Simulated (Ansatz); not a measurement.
What does this script print? It uses the Python package of Ansatz (0.2.0).

Input file `si.xyz`:
```text
2
Lattice="2.444 0.0 0.0 -1.222 2.11656609 0.0 0.0 0.0 4.152" Properties=species:S:1:pos:R:3 pbc="T T T"
Si   -0.00000000    1.41104406    1.03800000
Si    1.22200000    0.70552203    3.11400000
```

`dfpt_si.py`:
```python
from pathlib import Path
import warnings

import ansatz as az
import numpy as np

warnings.simplefilter("ignore", az.DeckWarning)

cell = az.Crystal.from_extxyz("si.xyz")

calc = (
    cell.calculation()
    .functional("PBEsol")
    .basis(38 * az.Ry)
    .occupations("fermi_dirac", width=0.15)
    .kpoints(14, 14, 8)
    .phonons("dfpt", points=[(0, 0, 0), (0.5, 0.5, 0), (0, 0, 0.5)])
)
outcome = calc.run(runs_dir="runs")
ph = outcome.phonons

for q in ph.qpoints:
    thz = np.asarray(q.omega_inv_cm) / 33.35641
    print("q = ({:.2f}, {:.2f}, {:.2f})".format(*q.q_frac), np.round(thz, 2) + 0.0, "THz")
```

```console
$ python dfpt_si.py
RunWarning: eigensolver did not converge (k=6): 1 band(s) unlocked after 20 sweeps at ethr=1.00e-12 eV (lowest unlocked band 7, counted from 0; max residual 3.29e-6 eV among the unlocked bands, 3.29e-6 eV over every band); it also stands for any lines of this kind, at other spin channels or k-points, that are folded behind it: those get no warning and are in no list of notices (the docstring of `ansatz.RunWarning` has the rule; a callback given to `ansatz.Run.execute(on_event=...)` receives each)
q = (0.00, 0.00, 0.00) [ 0.    0.    0.    4.03  4.03 15.01] THz
q = (0.50, 0.50, 0.00) [ 5.73  7.57  7.61 10.89 13.95 15.65] THz
q = (0.00, 0.00, 0.50) [ 3.7   3.7   3.7   3.7  10.78 10.78] THz
```
(Warnings from the package without file and line.)

Notes:
- The cell isn't relaxed first, so the values belong to this volume.
- This isn't the structure that Si takes at ambient conditions.
- The structure is taken as given; imaginary modes can come from an unrelaxed or unstable start. Phonons of metals also depend on mesh and smearing.
- The script silences the warnings on its input, which a real study should read.
- Timing: 30 s on 1 thread of Arm Neoverse V1, with other jobs on the host, peak memory 0.63 GiB.
